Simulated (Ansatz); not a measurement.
MnO:

```
Mn O
1.0
     0.00000    2.22391    2.22391
     2.22391    0.00000    2.22391
     2.22391    2.22391    0.00000
Mn O
1 1
Direct
  0.00000 0.00000 0.00000
  0.50000 0.50000 0.50000
```

The cell is a database's computed one.

Base run:

- Program: Ansatz 0.2.0
- Functional: LDA
- Potentials or basis: all-electron LAPW, scalar-relativistic
- Cutoff: 324 eV (chosen from the basis error)
- Basis error allowed: 0.001 eV/atom
- k mesh: 10 × 10 × 10
- Occupations: fermi-dirac, width 0.05 eV
- Spin: collinear spin, ferromagnetic start
- Starting moments: [4.0, 0.0] μB

Its results: pressure -16.6 GPa; net moment 4.60 μB per cell; site moments Mn +4.17; O +0.22 μB.

Problem. The run is repeated on the same cell with these changes: functional from LDA to PBE. What comes out?

Solution. Pressure 0.1 GPa; net moment 4.79 μB per cell; site moments Mn +4.34; O +0.24 μB.

PBE binds less tightly than LDA, so the same cell stands under more pressure.

Caveats: a cell with one magnetic atom can't hold antiferromagnetic order, which such compounds often take.
